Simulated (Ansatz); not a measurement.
# MnS: the cost of one run

Method: DFT LDA+U (U_eff = 4 eV on Mn d), plane waves, PAW, in Ansatz 0.2.0.

The COD entry's cell or inner coordinates are ideal or old and differ from later refinements, so a difference from it is no clean test against experiment.

1 further run of the same task is left out (it didn't finish).

### Step 1. The structure to begin with

Symmetry: P6_3mc, No. 186, hexagonal system. Conventional cell: a = 3.976 Å, b = 3.976 Å, c = 6.432 Å, α = 90.00°, β = 90.00°, γ = 120.00°. Around Mn (site symmetry 3m) lie 4 S at 2.41 to 2.48 Å. Around S (site symmetry 3m) lie 4 Mn at 2.41 to 2.48 Å.

As a file:

```cif
data_structure
_symmetry_space_group_name_H-M 'P6_3mc'
_symmetry_Int_Tables_number 186
_cell_length_a 3.9760
_cell_length_b 3.9760
_cell_length_c 6.4320
_cell_angle_alpha 90.000
_cell_angle_beta 90.000
_cell_angle_gamma 120.000
_cell_volume 88.06
loop_
_atom_site_label
_atom_site_type_symbol
_atom_site_symmetry_multiplicity
_atom_site_Wyckoff_symbol
_atom_site_fract_x
_atom_site_fract_y
_atom_site_fract_z
_atom_site_occupancy
Mn1 Mn 2 b 0.33333 0.66667 0.00000 1
S1 S 2 b 0.33333 0.66667 0.61500 1
```

Magnetic order typed: antiferromagnetic, doubled cell 0 1/2 1/2.

### Step 2. From atoms, symmetry kept, no search

The input, input.yaml:

```yaml
crystal:
  lattice:
    - [3.97600161, 0.0, 0.0]
    - [-1.9880008, 3.4433184, 6.4320005]
    - [0.0, 0.0, 12.864001]
  atoms:
    - { symbol: Mn, position: [0.3333333333, 0.6666666667, 0.6666666667], spin: 5.0 }
    - { symbol: Mn, position: [0.6666666667, 0.3333333333, 0.0833333334], spin: 5.0 }
    - { symbol: S, position: [0.3333333333, 0.6666666667, 0.8591666666] }
    - { symbol: S, position: [0.6666666667, 0.3333333333, 0.2758333334] }
    - { symbol: Mn, position: [0.3333333333, 0.6666666667, 0.1666666667], spin: -5.0 }
    - { symbol: Mn, position: [0.6666666667, 0.3333333333, 0.5833333334], spin: -5.0 }
    - { symbol: S, position: [0.3333333333, 0.6666666667, 0.3591666666] }
    - { symbol: S, position: [0.6666666667, 0.3333333333, 0.7758333334] }
basis:
  ecutwfc: 420
  ecutrho_ratio: 4
kpoints:
  mp_grid: { grid: [6, 6, 6] }
hamiltonian:
  xc: lda
  hubbard:
    sites:
      - { site: 0, l: d, u_eff: 4.0 }
      - { site: 1, l: d, u_eff: 4.0 }
      - { site: 4, l: d, u_eff: 4.0 }
      - { site: 5, l: d, u_eff: 4.0 }
scf:
  occupations: { method: gaussian, width: 0.05 }
  lower_state_search: "off"
  max_iter: 150
output:
  forces: true
  stress: true
  eigenvalues: true
  populations: true
  hubbard:
    sites:
      - { site: 0, l: d }
      - { site: 1, l: d }
      - { site: 4, l: d }
      - { site: 5, l: d }
magnetization:
  spin_polarized: true
```

On the command line:

```
$ ansatz run input.yaml --threads 4 --pin off --max-ram 6144MiB --backend cpu --events-out ev --progress --plain --runs-dir out
```

What time and memory should one allow on 4 threads of Arm Neoverse V1, shared host?

About 34 s, with a peak of 1.4 GiB.
